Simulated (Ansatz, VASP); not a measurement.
# Two plane-wave programs on KBr

INCAR

```
SYSTEM = KBr
ALGO = Fast
EDIFF = 1E-6
EDIFFG = -0.001
ENCUT = 600
GGA = PE
IBRION = 2
ISIF = 3
ISMEAR = 0
LASPH = .True.
LCHARG = .False.
LREAL = .False.
LWAVE = .False.
NELM = 100
NSW = 80
PREC = Accurate
SIGMA = 0.01
```

Contents of KPOINTS:

```
k-points
0
Gamma
  6 6 6
  0 0 0
```

Contents of POSCAR:

```
KBr
1.0
    0.0000000000      3.3504482009      3.3504482009
    3.3504482009      0.0000000000      3.3504482009
    3.3504482009      3.3504482009      0.0000000000
K Br
1 1
Direct
    0.0000000000      0.0000000000      0.0000000000
    0.5000000000      0.5000000000      0.5000000000
```

Input for Ansatz:

```yaml
crystal:
  lattice:
    - [0.0, 3.3504482009, 3.3504482009]
    - [3.3504482009, 0.0, 3.3504482009]
    - [3.3504482009, 3.3504482009, 0.0]
  atoms:
    - { symbol: K, position: [0.0, 0.0, 0.0] }
    - { symbol: Br, position: [0.5, 0.5, 0.5] }
basis:
  ecutwfc: 420
kpoints:
  mp_grid: { grid: [6, 6, 6] }
hamiltonian:
  xc: pbe
scf:
  occupations: { method: fixed }
output:
  forces: true
  stress: true
  eigenvalues: true
relax:
  adjacent_minimum: "off"
  f_tol: 0.001
  max_steps: 60
  cell: { stress_tol: 0.01 }
```

Alike in both runs: task relaxation of cell and atoms; functional PBE; k mesh 6 × 6 × 6; no spin polarisation.

```csv
,VASP,Ansatz
version,VASP 6.6.1,Ansatz 0.2.0
potentials or method,"VASP PAW PBE potentials, release 64 (K_sv, Br)","scalar-relativistic, plane waves, PAW"
plane-wave cutoff (eV),600,420
occupations,"gaussian, width 0.01 eV",fixed
valence electrons in the cell,16,16
```

|  | VASP | Ansatz | Ansatz less VASP |
| --- | --- | --- | --- |
| gap on the k mesh at the Fermi level, each at its own relaxed structure (eV) | 4.30 | 4.31 | +0.009 |
| relaxed volume (Å³/atom) | 37.81 | 37.69 | -0.125 |
| relaxed cell length with the largest relative difference (Å) | 4.747 | 4.742 | -0.0052 |

PBE usually gives volumes a little too large and moduli too small. Zero-point motion and thermal expansion aren't in these numbers.
